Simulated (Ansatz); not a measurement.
# AlNi: how much site disorder can heat buy?

Method: DFT PBE, scalar-relativistic, plane waves, PAW (Ansatz).

Cutoff 420 eV; k points 7×6×5 on the computed 16-atom cell (Γ-centred); Gaussian smearing, width 0.10 eV; no spin polarisation.

The ordered crystal (Pm-3m, 12.11 Å³/atom, no gap on the mesh), relaxed at this level:

```
Al Ni
1.0
     2.89308    0.00000    0.00000
     0.00000    2.89308    0.00000
     0.00000    0.00000    2.89308
Al Ni
1 1
Cartesian
  0.0000 0.0000 0.0000
  1.4465 1.4465 1.4465
```

The crystal stands on its own mesh of 14×14×14. The changed cells were relaxed on coarser meshes and computed once more on meshes like the one named, which can leave forces up to 0.25 eV/Å.

In a supercell of 16 atoms, with 8 Al and 8 Ni sites, pairs of Al and Ni were exchanged at random and each cell relaxed without symmetry:

```csv
pairs,E − E(crystal) (eV a cell),per pair (eV),gap on mesh (eV)
1,1.85,1.85,0.00
```

Q: Estimate the equilibrium share of Ni on Al sites against temperature.

A: For dilute pairs, mass action gives x_A x_B = exp(−ΔE/k_BT) for the shares of wrong atoms on the two sublattices. Equal numbers of wrong atoms make x on the Al sites √(8/8) exp(−ΔE/2k_BT). With ΔE = 1.85 eV from the most dilute cell: 2e-8 at 600 K, 2e-5 at 1000 K, 8e-4 at 1500 K. One per cent is reached near 2320 K, if the crystal still stands there. One draw in a small cell holds the two wrong atoms close to each other and to their images, while the law wants them far apart, so ΔE is uncertain by tenths of an eV, in stiff covalent crystals by an eV or more; vibrations are left out.

Cost: 4 runs of about 18 core-minutes in all (earlier runs that led there not counted), on Arm Neoverse V2 (shared hosts).